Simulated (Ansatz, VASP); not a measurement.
# ZnO in VASP and in Ansatz

INCAR

```
ALGO = Normal ; EDIFF = 1E-8
ENCUT = 520 ; GGA = PE
ISIF = 2 ; ISMEAR = -1
LASPH = True ; LCHARG = False
LEFG = True ; LREAL = False
LWAVE = False ; NBANDS = 26
NELM = 60 ; PREC = Accurate
SIGMA = 0.02
```

The input KPOINTS:

```
k-points
0
Gamma
  11 11 6
```

The input POSCAR:

```
ZnO
1.0
    3.2709185479      0.0000000000      0.0000000000
   -1.6354592739      2.8326985562      0.0000000000
    0.0000000000      0.0000000000      5.2382632560
Zn O
2 2
Direct
    0.3333333333      0.6666666667      0.0000000000
    0.6666666667      0.3333333333      0.5000000000
    0.3333333333      0.6666666667      0.3821000000
    0.6666666667      0.3333333333      0.8821000000
```

Input for Ansatz:

```yaml
crystal:
  lattice:
    - [3.2709185479, 0.0, 0.0]
    - [-1.6354592739, 2.8326985562, 0.0]
    - [0.0, 0.0, 5.238263256]
  atoms:
    - { symbol: Zn, position: [0.3333333333, 0.6666666667, 0.0] }
    - { symbol: Zn, position: [0.6666666667, 0.3333333333, 0.5] }
    - { symbol: O, position: [0.3333333333, 0.6666666667, 0.3821] }
    - { symbol: O, position: [0.6666666667, 0.3333333333, 0.8821] }
kpoints:
  mp_grid: { grid: [11, 11, 6] }
scf:
  occupations: { method: fermi_dirac, width: 0.02 }
hamiltonian:
  xc: pbe
  pseudopotentials: { kind: all_electron, datasets: crystal }
output:
  forces: true
  stress: true
  eigenvalues: true
  efg: { contact_densities: true }
```

Change from the starting cell: volume scaled by 1.02, crystal datasets.

Alike in both runs: task electric field gradients; functional PBE; k mesh 11 × 11 × 6; occupations fermi-dirac, width 0.02 eV; no spin polarisation.

|  | VASP | Ansatz |
| --- | --- | --- |
| version | VASP 6.6.1 | Ansatz 0.2.0 |
| potentials or method | VASP PAW PBE potentials, release 64 (Zn, O) | all-electron PAW with datasets made for the crystal, scalar-relativistic |
| plane-wave cutoff (eV) | 520 | see its input |

```csv
,VASP,Ansatz,Ansatz less VASP
gap on the k mesh at the Fermi level (eV),0.76,0.79,+0.031
pressure (GPa),3.1,2.0,-1.06
largest component of the traceless stress (GPa),0.24,0.25,+0.019
rms of the force components (eV/Å),0.019,0.018,-0.0004
Vzz of the field gradient on the site that differs most (V/Å²),-3.4,-3.3,+0.11
```

Atom by atom the forces differ by 0.000 eV/Å (rms over components). Ansatz ran all-electron here, so the differences hold the error of VASP's frozen core and of both bases.
